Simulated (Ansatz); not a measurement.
# Li under compression and expansion

```yaml
crystal:
  lattice:
    - [0.00000, 2.16142, 2.16142]
    - [2.16142, 0.00000, 2.16142]
    - [2.16142, 2.16142, 0.00000]
  atoms:
    - { symbol: Li, position: [0.00000, 0.00000, 0.00000] }
```

The cell was built from the fcc type and relaxed in the same program, and has space group Fm-3m; it needn't be a known or the stable phase.

All numbers are computed: DFT, PBE, all-electron LAPW, scalar-relativistic (Ansatz 0.2.0); DFT, PBE, PAW with Ansatz's default frozen-core files, scalar-relativistic (Ansatz 0.2.0).

For LAPW: a Γ-centred 17×17×17 k mesh, Fermi–Dirac smearing of 0.08 eV, basis error target 0.5 meV/atom, no spin polarisation. PAW takes a cutoff of 420 eV at this cell. The Ansatz runs share mesh, smearing and spin set-up. Plane-wave (PAW) pressures include the program's estimate of the Pulay term.

The cell above is scaled evenly, with fractional coordinates and shape held.

```json
{"V/V(cell)": "0.9500", "V (Å³/atom)": "19.186", "P, LAPW (GPa)": "0.81", "P, PAW (GPa)": "0.81"}
{"V/V(cell)": "0.9750", "V (Å³/atom)": "19.690", "P, LAPW (GPa)": "0.40", "P, PAW (GPa)": "0.40"}
{"V/V(cell)": "1.0000", "V (Å³/atom)": "20.195", "P, LAPW (GPa)": "0.04", "P, PAW (GPa)": "0.03"}
{"V/V(cell)": "1.0250", "V (Å³/atom)": "20.700", "P, LAPW (GPa)": "-0.29", "P, PAW (GPa)": "-0.30"}
{"V/V(cell)": "1.0500", "V (Å³/atom)": "21.205", "P, LAPW (GPa)": "-0.59", "P, PAW (GPa)": "-0.60"}
```

(1) What do Birch–Murnaghan fits to the pressures give?

Results:

(1) LAPW: V0 = 20.25 Å³/atom, B0 = 14 GPa, B0′ = 3.3; PAW: V0 = 20.24 Å³/atom, B0 = 14 GPa, B0′ = 3.3.
